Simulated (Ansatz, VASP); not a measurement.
## Cross-check of Cr (linear Cr chain) between VASP and Ansatz

Aim: how closely do two programs agree when they are given the same cell, functional and k mesh? The structure shown is the end of the Ansatz relaxation below.

Method: plane waves, with VASP 6.6.1 beside it; single point at PBE, single point at PBEsol and single point at LDA, in Ansatz 0.2.0.

**1. The starting structure**

The cell holds 1 atom: 1 Cr. Cell: a = 7.500 Å, b = 7.500 Å, c = 2.777 Å, α = 90.0°, β = 90.0°, γ = 90.0°. Vacuum lies along a and b. The structure's axis is c.

**2. Ansatz: relaxation, PBE**

Ansatz runs on its default PAW (the set named soft_2) files.

This run makes the geometry at which the two programs are then compared.

input.yaml

```yaml
crystal:
  lattice:
    - [7.5, 0.0, 0.0]
    - [0.0, 7.5, 0.0]
    - [0.0, 0.0, 2.5854]
  atoms:
    - { symbol: Cr, position: [0.5, 0.5, 0.0], spin: 5.0 }
magnetization:
  spin_polarized: true
kpoints:
  mp_grid: { grid: [1, 1, 31] }
scf:
  occupations: { method: fermi_dirac, width: 0.05 }
hamiltonian:
  xc: pbe
relax:
  cell: { fix: [a, b, alpha, beta, gamma] }
  max_steps: 60
```

Launch:

```sh
$ ansatz run input.yaml --threads 4 --pin off --max-ram 8192MiB --backend cpu --events-out ev --progress --plain --runs-dir out
```

Numbers of over 12 decimals in the logs are rounded to 6 here.

Log:

```text
Engine: ansatz 0.2.0, x86_64-unknown-linux-gnu
Pseudopotentials: kind: paw
Pseudopotential: Cr, paw, valence charge 14, recommended cutoff 420 eV (normal), Cr.paw.azcp
Functional definition: PBE
  parameter kappa = 0.804
  parameter beta = 0.066725
  exchange = pbe_x(kappa = kappa, mu = beta*pi^2/3)
  correlation = pbe_c(beta = beta)
Crystal: 1 atoms, lattice volume = 145.429 Å³
Basis set: ecut = 420 eV, 2857 PW (Γ), exchange–correlation on 108×108×36 points (8 copies of the dense FFT grid, shifted against one another)
Bands: 14, of which v1, the nominal top of the filled ones, is band 7 counted from 1 (6 counted from 0)
Symmetry: 16 space group operations
Space group: P4/mmm (ITA 123), of the structure as read, at distance tolerance 5.3e-5 Å
Magnetic group: BNS 123.339 (UNI 999), of the structure as read, at distance tolerance 5.3e-5 Å
k-points: 16 of 31
Non-local potential: Cr, projectors of the file, l = 0: 3, l = 1: 2, l = 2: 3, l = 3: 1
PAW form: soft (Blöchl's): semilocal exchange-correlation on the pseudo side does not see the compensation charge
PAW one-centre angular grid: Cr, 590 points (default); XC on 64 Gauss nodes
Initial density: superposition of atomic densities (neutral atoms: chi_scale 0, normalization atom)
Starting moments: Σ|m| = 5 μB on 1 of 1 site
Initial wavefunctions: pseudopotential atomic-orbital guess
Functional: x = pbe(κ = 0.804, μ = 0.219515), c = pbe(β = 0.066725)
iter 1 solved again at ethr=5.38e-4 eV; its pass at ethr=3.10e-3 eV (dr2=7.53e-2 eV) is discarded
SCF iter   1: F=—  HF=-3374.185631 eV  |F-HF|=—  |Δ(HF+E_count)|=         —  Δρ=5.93e-3 (↑5.93e-3 ↓3.95e-3)  dr2=7.71e-2  dr2_m=1.71e-2  M=5.076 μB ∫|m|=5.076 μB  β_m=0.30  ethr=5.38e-4  ⟨swp⟩=1.0  Hψ=2964  notcnv=0
Mixer restart at iter 1: flushing history
preconditioner: auto → LDOS  [metal: Δε(μ)=0.058 eV  Ē_g=5.233 eV  σ=0.050 eV  W_gap=0.28  n_scr=12 (ndim 8)  ℏωp=7.5 eV  f_vac=0.637  D(μ)=1.64/eV (n_scr^D=8)]
spin=Collinear: LDOS preconditioning applied to the charge; magnetization (m = ρ↑ − ρ↓) channel mixes plain (no charge-response kernel on spin).
SCF iter   2: F=—  HF=-3374.226298 eV  |F-HF|=—  |Δ(HF+E_count)|=         —  Δρ=5.65e-3 (↑5.65e-3 ↓3.52e-3)  dr2=5.15e-2  dr2_m=1.69e-2  M=5.050 μB ∫|m|=5.051 μB  β_m=0.30  ethr=5.38e-4  ⟨swp⟩=2.0  Hψ=642  notcnv=0
Mixer restart at iter 2: flushing history
SCF iter   3: F=—  HF=-3374.239680 eV  |F-HF|=—  |Δ(HF+E_count)|=   1.34e-2  Δρ=3.79e-3 (↑3.79e-3 ↓2.67e-3)  dr2=2.52e-2  dr2_m=8.41e-3  M=5.053 μB ∫|m|=5.053 μB  β_m=0.62  ethr=3.68e-4  ⟨swp⟩=2.0  Hψ=649  notcnv=0
SCF iter   4: F=—  HF=-3374.261692 eV  |F-HF|=—  |Δ(HF+E_count)|=   2.20e-2  Δρ=1.53e-3 (↑1.53e-3 ↓7.31e-4)  dr2=1.84e-3  dr2_m=1.44e-3  M=5.042 μB ∫|m|=5.042 μB  β_m=0.62  ethr=1.80e-4  ⟨swp⟩=2.4  Hψ=787  notcnv=0
SCF iter   5: F=—  HF=-3374.263517 eV  |F-HF|=—  |Δ(HF+E_count)|=   1.83e-3  Δρ=3.69e-4 (↑3.69e-4 ↓2.57e-4)  dr2=8.40e-5  dr2_m=1.06e-4  M=5.041 μB ∫|m|=5.041 μB  β_m=0.81  ethr=1.31e-5  ⟨swp⟩=2.5  Hψ=940  notcnv=0
SCF iter   6: F=—  HF=-3374.263808 eV  |F-HF|=—  |Δ(HF+E_count)|=   2.91e-4  Δρ=3.79e-5 (↑3.79e-5 ↓3.19e-5)  dr2=2.16e-6  dr2_m=9.96e-7  M=5.039 μB ∫|m|=5.040 μB  β_m=0.84  ethr=6.00e-7  ⟨swp⟩=2.1  Hψ=801  notcnv=0
SCF iter   7: F=—  HF=-3374.263818 eV  |F-HF|=—  |Δ(HF+E_count)|=   9.80e-6  Δρ=2.12e-5 (↑2.12e-5 ↓5.40e-6)  dr2=5.59e-7  dr2_m=1.73e-7  M=5.039 μB ∫|m|=5.040 μB  β_m=0.92  ethr=1.54e-8  ⟨swp⟩=2.0  Hψ=834  notcnv=0
SCF iter   8: F=—  HF=-3374.263819 eV  |F-HF|=—  |Δ(HF+E_count)|=   6.34e-7  Δρ=5.93e-6 (↑5.93e-6 ↓2.26e-6)  dr2=5.86e-8  dr2_m=1.09e-8  M=5.039 μB ∫|m|=5.040 μB  β_m=0.96  ethr=3.99e-9  ⟨swp⟩=2.0  Hψ=552  notcnv=0
SCF iter   9: F=-3374.263819 eV  HF=-3374.263819 eV  |F-HF|=2.41e-10  |Δ(HF+E_count)|=   4.77e-8  Δρ=5.53e-7 (↑5.53e-7 ↓2.52e-7)  dr2=1.04e-10  dr2_m=1.98e-10  M=5.039 μB ∫|m|=5.040 μB  ethr=4.18e-10  ⟨swp⟩=1.9  Hψ=1400  notcnv=0
SCF 1 converged in 9 iterations: F = -3374.263819 eV  dr2 = 1.04e-10
  greatest PAW one-centre occupation: 1.000 electrons in one spin orbital (limit 2), on the Cr atom at site 0 (counted from 0), in its partial waves of l = 0
relax step   1: F+E_penalty+E_count = -3374.26381871 eV  Δ(F+E_penalty+E_count) = +0.000e0 eV  max|allowed force component| = 0.000e0 eV/Å  Δτ_max = 0.0000 Å  P = +0.627 GPa  Ω = 145.429 Å³  fix = [a, b, alpha, beta, gamma]  reactions: a -0.183, b -0.183 GPa  (9 SCF iters, dr2 threshold 1.00e-7 eV, accepted)
[...]
relax step   3: F+E_penalty+E_count = -3374.33056228 eV  Δ(F+E_penalty+E_count) = -1.354e-2 eV  max|allowed force component| = 0.000e0 eV/Å  Δτ_max = 0.0000 Å  P = -0.058 GPa  Ω = 154.820 Å³  energy of the carried Pulay correction = -2.632e-4 eV  fix = [a, b, alpha, beta, gamma]  reactions: a -0.196, b -0.196 GPa  (6 SCF iters, dr2 threshold 1.00e-7 eV, accepted)
[...]
relax step   4: F+E_penalty+E_count = -3374.33144353 eV  Δ(F+E_penalty+E_count) = -8.813e-4 eV  max|allowed force component| = 0.000e0 eV/Å  Δτ_max = 0.0000 Å  P = -0.133 GPa  Ω = 156.203 Å³  energy of the carried Pulay correction = -2.999e-4 eV  fix = [a, b, alpha, beta, gamma]  reactions: a -0.198, b -0.198 GPa  (6 SCF iters, dr2 threshold 1.00e-7 eV, accepted)
[...]
relax step   5: F+E_penalty+E_count = -3374.33277627 eV  Δ(F+E_penalty+E_count) = -1.333e-3 eV  max|allowed force component| = 0.000e0 eV/Å  Δτ_max = 0.0000 Å  P = -0.111 GPa  Ω = 156.203 Å³  fix = [a, b, alpha, beta, gamma]  reactions: a -0.190, b -0.190 GPa  stress off target by 4.72e-2 GPa on what of the cell is left free  SCF on the basis re-selected at this cell (its energy is not comparable with the rows above)  (15 SCF iters)
basis re-selected at this cell: Δ(F+E_penalty+E_count) = -1.333e-3 eV, ΔP = +0.022 GPa vs the last step (what re-selecting the basis moved, of the pressure what is left beyond the Pulay correction that the steps carried, after the strain that the cell walked since its last selection, with what the two solves' SCF thresholds leave and, on support functions, any second-order correction that the steps lacked; it is no measure of the basis error at this ecutwfc). The dense FFT grid was sized anew with the basis: this SCF ran on 54×54×20 points, the steps before it on 54×54×18, so part of this shift can come from that change (see relax.cell in the input reference). [rest of the remark cut]
SCF converged after 15 iterations
Magnetization: 5.0814 μB (9.5407 up, 4.4593 down)
Absolute magnetization: 5.0818 μB (∫|ρ↑−ρ↓|, with the PAW one-centre terms)
Spin contamination: 0.0022 ħ² per cell (⟨S²⟩ above its minimum at these occupations)
Per-site moments (μB) at R_I (Å): [(4.177048, 1.145488)]
Free energy (F): -3374.332776 eV
Harris-Foulkes:  -3374.332776 eV  (|F-HF|=1.32e-11)
Internal energy: -3374.319086 eV  (E = F + TS)
E sigma→0 (E₀):  -3374.325931 eV
Entropy (-TS):   -0.013690 eV (-13.690 meV/atom)
Fermi energy:    -2.048805 eV
--- Per-component energies (eV) ---
  E_band       = -423.008272
  E_kinetic    = 340.568863
  E_local      = -3623.589031  (includes V_loc(G=0)·N_el)
  E_nonlocal   = 89.905958
  E_hartree    = 1596.977288
  E_xc         = -134.575237
  E_vxc        = -171.172154  (∫ρ·V_xc dr)
  E_paw        = -1203.620215  (= ΣΔE_a)
  E_vpaw       = -252.676885  (= ΣTr[D̂ρ^β])
  E_aug_tail   = 0.000377  (compensation charges beyond the density's cutoff)
  E_ewald      = -439.987090
  E_smearing   = -0.013690  (= −TS)
  E_closure    = 0.000000  (closes the sum)
  Σ components = -3374.332776   (vs F -3374.332776, Δ=0.00e0)
--- Forces (eV/Å), atoms counted from 1 ---
  atom   1  Cr    -0.00000000    -0.00000000     0.00000000
  max |Σ_I F_I| component: 2.52e-29 eV/Å
--- Stress (GPa, compression-positive) ---
       -0.190293       0.000000       0.000000
        0.000000      -0.190293       0.000000
        0.000000       0.000000       0.047238
  P = ⅓ Tr σ = -0.1111 GPa (-1.111 kbar)
--- Relaxed structure (4 steps of the walk, 4 accepted, 1 SCFs on fresh bases) ---
  F+E_penalty+E_count = -3374.33277627 eV   max|allowed force component| = 0.000e0 eV/Å   (the final SCF, on the basis selected at the relaxed cell)
  cell:  # Å, volume = 156.2029 Å³
    - [7.5, 0.0, 0.0]
    - [0.0, 7.5, 0.0]
    - [0.0, 0.0, 2.776940]
  atoms:
    - { symbol: Cr, position: [0.5, 0.5, 0.0] }
```

The column dr2 measures how far the density is from self-consistency, as an energy; F and HF (Harris–Foulkes) agree once it is small.

**3. VASP: single point, PBE**

The same cell, functional, mesh and smearing now go to VASP, with its own data sets.

Lines of VASP's logs that name or quote its potential files are left out, and so is its time.

INCAR

```
SYSTEM = Cr
PREC = Accurate
ENCUT = 500
EDIFF = 1E-06
NELM = 200
ISMEAR = -1
SIGMA = 0.05
LREAL = .FALSE.
ALGO = Normal
GGA = PE
NBANDS = 15
ISPIN = 2
MAGMOM = 4.18
LASPH = .TRUE.
LMAXMIX = 4
LORBIT = 11
LWAVE = .FALSE.
LCHARG = .FALSE.
ISIF = 2
GGA_COMPAT = .FALSE.
```

POSCAR

```
Cr
1.0
    7.5000000000      0.0000000000      0.0000000000
    0.0000000000      7.5000000000      0.0000000000
    0.0000000000      0.0000000000      2.7769400896
Cr
1
Direct
    0.5000000000      0.5000000000      0.0000000000
```

KPOINTS

```
Automatic mesh
0
Gamma
1 1 31
0 0 0
```

The projector-augmented-wave data sets are Cr_pv (PBE family, release 64).

Launch:

```sh
$ mpirun -np 1 vasp_std
```

Log:

```text
[banner, memory and clock lines left out]
running    1 mpi-ranks, on    1 nodes
 distrk:  each k-point on    1 cores,    1 groups
 distr:  one band on    1 cores,    1 groups

 POSCAR found type information on POSCAR Cr
 POSCAR found :  1 types and       1 ions
 LDA part: xc-table for (Slater+PW92), standard interpolation
 POSCAR, INCAR and KPOINTS ok, starting setup
 FFT: planning ... GRIDC
 FFT: planning ... GRID_SOFT
 FFT: planning ... GRID
 WAVECAR not read
 entering main loop
       N       E                     dE             d eps       ncg     rms          rms(c)
DAV:   1     0.423859745967E+02    0.42386E+02   -0.61993E+03  1224   0.548E+02
DAV:   2    -0.459569055999E+01   -0.46982E+02   -0.40783E+02  1009   0.144E+02
DAV:   3    -0.577867461861E+01   -0.11830E+01   -0.11620E+01  1128   0.257E+01
DAV:   4    -0.579488431544E+01   -0.16210E-01   -0.16202E-01  1444   0.272E+00
DAV:   5    -0.579505262268E+01   -0.16831E-03   -0.16824E-03  1238   0.188E-01    0.356E+00
DAV:   6    -0.589786759628E+01   -0.10281E+00   -0.48832E-01   981   0.503E+00    0.227E+00
DAV:   7    -0.603118724056E+01   -0.13332E+00   -0.84250E-02  1002   0.225E+00    0.892E-01
DAV:   8    -0.611540754231E+01   -0.84220E-01   -0.26746E-02   960   0.867E-01    0.549E-01
DAV:   9    -0.614856708134E+01   -0.33160E-01   -0.19551E-02   988   0.949E-01    0.427E-01
DAV:  10    -0.615036954587E+01   -0.18025E-02   -0.23148E-03   960   0.304E-01    0.768E-02
DAV:  11    -0.615004693330E+01    0.32261E-03   -0.54300E-04  1036   0.118E-01    0.579E-02
DAV:  12    -0.615021361601E+01   -0.16668E-03   -0.30328E-04  1009   0.109E-01    0.259E-02
DAV:  13    -0.615025984148E+01   -0.46225E-04   -0.96744E-05   974   0.727E-02    0.140E-02
DAV:  14    -0.615027302941E+01   -0.13188E-04   -0.16181E-05  1072   0.221E-02    0.968E-03
DAV:  15    -0.615026785201E+01    0.51774E-05   -0.16929E-05   974   0.180E-02    0.437E-03
DAV:  16    -0.615026654180E+01    0.13102E-05   -0.47531E-06   974   0.114E-02    0.198E-03
DAV:  17    -0.615026583195E+01    0.70984E-06   -0.23506E-06   982   0.779E-03
   1 F= -.61502658E+01 E0= -.61433966E+01  d E =-.137385E-01  mag=     5.0854
```

Parts of OUTCAR (step 3):

```text
ion  position               nearest neighbor table
   1  0.500  0.500  0.000-

  LATTYP: Found a simple tetragonal cell.
 ALAT       =     7.5000000000
 C/A-ratio  =     0.3702586786

 Subroutine GETGRP returns: Found 16 space group operations
 (whereof 16 operations were pure point group operations)

The static configuration has the point symmetry D_4h.

 Found     16 irreducible k-points:

   k-points           NKPTS =     16   k-points in BZ     NKDIM =     16   number of bands    NBANDS=     15

   dimension x,y,z NGX =    56 NGY =   56 NGZ =   20
   dimension x,y,z NGXF=   112 NGYF=  112 NGZF=   40

   ENCUT  =  500.0 eV  36.75 Ry    6.06 a.u.  13.67 13.67  5.06*2*pi/ulx,y,z

   NELECT =      12.0000    total number of electrons

 k-points in reciprocal lattice and weights: Automatic mesh
   0.00000000  0.00000000  0.00000000       0.032
   0.00000000  0.00000000  0.03225806       0.065
   0.00000000  0.00000000  0.06451613       0.065
   0.00000000  0.00000000  0.09677419       0.065
   0.00000000  0.00000000  0.12903226       0.065
   0.00000000  0.00000000  0.16129032       0.065
   0.00000000  0.00000000  0.19354839       0.065
   0.00000000  0.00000000  0.22580645       0.065
   0.00000000  0.00000000  0.25806452       0.065
[...]
0.00000000  0.00000000  0.45161290       0.065
   0.00000000  0.00000000  0.48387097       0.065

 average (electrostatic) potential at core
       1 -77.6993

 E-fermi :  -2.6732

 spin component 1
 k-point     1 :       0.0000    0.0000    0.0000
  band No.  band energies     occupation
    ...
      3     -46.1428      1.00000
      4      -5.9037      1.00000
      5      -3.9870      1.00000
      6      -3.5437      1.00000
      7      -3.5336      1.00000
      8      -2.5880      0.15382
      9      -2.5880      0.15382
     10      -1.0832      0.00000
     11      -1.0832      0.00000
     12       0.7515      0.00000
    ...

 k-point     2 :       0.0000    0.0000    0.0323
  band No.  band energies     occupation
    ...
      3     -46.1426      1.00000
      4      -5.8756      1.00000
      5      -3.9770      1.00000
      6      -3.5398      1.00000
      7      -3.5298      1.00000
      8      -2.6233      0.26909
      9      -2.6233      0.26909
     10      -1.0378      0.00000
     11      -1.0378      0.00000
     12       0.7701      0.00000
    ...

 k-point     3 :       0.0000    0.0000    0.0645
  band No.  band energies     occupation
    ...
      5      -3.9472      1.00000
      6      -3.5282      1.00000
      7      -3.5186      1.00000
      8      -2.7186      0.71257
      9      -2.7186      0.71257
     10      -0.9118      0.00000
     11      -0.9118      0.00000
     12       0.8261      0.00000
     13       1.8922      0.00000
     14       3.8106      0.00000
    ...

 k-point     4 :       0.0000    0.0000    0.0968
  band No.  band energies     occupation
    ...
      5      -3.8985      1.00000
      6      -3.5094      1.00000
      7      -3.5005      1.00000
      8      -2.8528      0.97316
      9      -2.8528      0.97316
     10      -0.7250      0.00000
     11      -0.7250      0.00000
     12       0.9195      0.00000
     13       1.9857      0.00000
     14       3.9195      0.00000
    ...

 k-point     5 :       0.0000    0.0000    0.1290
  band No.  band energies     occupation
    ...
      5      -3.8324      1.00000
      6      -3.4842      1.00000
      7      -3.4762      1.00000
      8      -3.0072      0.99875
      9      -3.0072      0.99875
     10      -0.4935      0.00000
     11      -0.4935      0.00000
     12       1.0504      0.00000
     13       2.1170      0.00000
     14       4.0481      0.00000
    ...

 k-point     6 :       0.0000    0.0000    0.1613
  band No.  band energies     occupation
    ...
      5      -3.7511      1.00000
      6      -3.4535      1.00000
      7      -3.4465      1.00000
      8      -3.1696      0.99995
      9      -3.1696      0.99995
     10      -0.2271      0.00000
     11      -0.2271      0.00000
     12       1.2190      0.00000
     13       2.2863      0.00000
     14       4.0577      0.00000
    ...

  Total       -0.2011577     -0.2011577      0.0428849      0.0000000      0.0000000     -0.0000000
  in kB       -2.0632805     -2.0632805      0.4398713      0.0000000      0.0000000     -0.0000000
  external PRESSURE =      -1.2288966 kB  Pullay stress =       0.0000000 kB

  energy-cutoff  :      500.00
  volume of cell :      156.20
      direct lattice vectors                 reciprocal lattice vectors
     7.500000000  0.000000000  0.000000000     0.133333333  0.000000000  0.000000000
     0.000000000  7.500000000  0.000000000     0.000000000  0.133333333  0.000000000
     0.000000000  0.000000000  2.776940090     0.000000000  0.000000000  0.360108597

 POSITION                                       TOTAL-FORCE (eV/Angst)
 -----------------------------------------------------------------------------------
      3.75000      3.75000      0.00000         0.000000      0.000000      0.000000
 -----------------------------------------------------------------------------------
    total drift:                                0.000000      0.000000      0.000000

  FREE ENERGIE OF THE ION-ELECTRON SYSTEM (eV)
  ---------------------------------------------------
  free  energy   TOTEN  =        -6.1502658320 eV

  energy  without entropy=       -6.1365273338  energy(sigma->0) =       -6.14339658

 total charge
# of ion       s       p       d       tot
------------------------------------------
    1        0.329   6.024   4.153  10.506

 magnetization (x)
# of ion       s       p       d       tot
------------------------------------------
    1        0.112   0.041   4.077   4.230

[... 6 further parts left out ...]
```

The cell holds one magnetic atom, so no antiferromagnetic order fits into it.

**4. Comparison**

Known differences besides the potentials themselves: VASP starts from the moments at which Ansatz ended; the data sets hold 14 valence electrons in Ansatz (on its default PAW (the set named soft_2) files) and 12 in VASP; the cutoff is 420 eV in Ansatz and 500 eV in VASP; Ansatz's pressure holds a Pulay correction, VASP's none; site moments are counted in spheres of each program's own size. Total energies have different zeros and are not compared.

Compared:

```tsv
quantity	Ansatz	VASP	difference
pressure (GPa)	-0.11	-0.12	+0.01
total moment (μB)	5.08	5.09	0.00
moment on Cr1 (μB)	4.18	4.23	-0.05
```

**5. Ansatz: relaxation, PBEsol**

This run makes the geometry at which the two programs are then compared. The cell compared in this pair holds 153.69 Å³, against 156.20 Å³ for the pair before.

The structure compared here is the end of the Ansatz relaxation.

input.yaml: that of step 2 with these lines changed.

```diff
@@ -14,3 +14,3 @@
 hamiltonian:
-  xc: pbe
+  xc: pbesol
 relax:
```

Launch:

```sh
$ ansatz run input.yaml --threads 4 --pin off --max-ram 8192MiB --backend cpu --events-out ev --progress --plain --runs-dir out
```

Log:

```text
[...]
Crystal: 1 atoms, lattice volume = 145.429 Å³
Basis set: ecut = 420 eV, 2857 PW (Γ), exchange–correlation on 108×108×36 points (8 copies of the dense FFT grid, shifted against one another)
Bands: 14, of which v1, the nominal top of the filled ones, is band 7 counted from 1 (6 counted from 0)
Symmetry: 16 space group operations
[...]
-0.179299       0.000000       0.000000
        0.000000      -0.179299       0.000000
        0.000000       0.000000       0.033989
  P = ⅓ Tr σ = -0.1082 GPa (-1.082 kbar)
--- Relaxed structure (4 steps of the walk, 4 accepted, 1 SCFs on fresh bases) ---
[...]
cell:  # Å, volume = 153.6905 Å³
    - [7.5, 0.0, 0.0]
    - [0.0, 7.5, 0.0]
    - [0.0, 0.0, 2.732276]
  atoms:
    - { symbol: Cr, position: [0.5, 0.5, 0.0] }
[key lines of the parts left out:]
SCF converged after 11 iterations
Magnetization: 5.1215 μB (9.5607 up, 4.4393 down)
Free energy (F): -3345.236231 eV
Fermi energy:    -2.031633 eV
```

[end of part 1 of 2]

[Lines on the potential files, build, host, timing and source positions are cut from VASP's logs without a mark.]

[Logs are printed without paths, hosts, clocks, repeated set-up lines and the standing remarks that a program may print on its own settings, such as how far it seeks lower states.]

[Hosts, paths, dates, database ids (printed as entryN), source tags and the programs' standing remarks are cut or masked in the printed files.]
